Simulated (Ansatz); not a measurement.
Computed with DFT PBE, scalar-relativistic, plane waves, PAW in Ansatz. Settings: cutoff 420 eV, Γ-centred meshes spaced at most about 0.3 Å⁻¹, and about 0.25 Å⁻¹ or finer for metals (2π included), Gaussian smearing. No spin polarisation.

Temperature and zero-point effects are left out.

Question: Order these relaxed structures of SnGe7 by energy, lowest first, with the energy over the lowest of them.
A.

```xyz
8
Lattice="5.2637 0.0000 0.0000 0.0000 5.2637 0.0000 0.0000 0.0000 5.9860" Properties=species:S:1:pos:R:3 pbc="T T T"
Sn    0.0000    0.0000    0.0000
Ge    0.0000    0.0000    2.9930
Ge    0.0000    2.6318    3.8196
Ge    2.6318    2.6318    4.6282
Ge    2.6318    0.0000    4.8383
Ge    0.0000    2.6318    1.1477
Ge    2.6318    2.6318    1.3578
Ge    2.6318    0.0000    2.1664
```

B.

```xyz
8
Lattice="5.8808 0.0000 0.0000 0.0000 5.8808 0.0000 0.0000 0.0000 5.8808" Properties=species:S:1:pos:R:3 pbc="T T T"
Sn    0.0000    0.0000    0.0000
Ge    1.5188    1.5188    1.5188
Ge    0.0000    2.9404    2.9404
Ge    2.9404    2.9404    0.0000
Ge    2.9404    0.0000    2.9404
Ge    4.3620    1.5188    4.3620
Ge    4.3620    4.3620    1.5188
Ge    1.5188    4.3620    4.3620
```

Answer: B (0 meV/atom), A (192 meV/atom). Forms: B P-43m; A P-4m2. Counting Ge atoms around Sn (those within 1.25 times the shortest such distance or 1.15 times the sum of covalent radii; a plus sign parts nearer from farther groups): B has Sn 4; A has Sn 6+4. Both come from invented guesses.

Cells relaxed within their symmetry can be saddle points. Some types were kept out of the candidates beforehand, so the set may lack a known form.
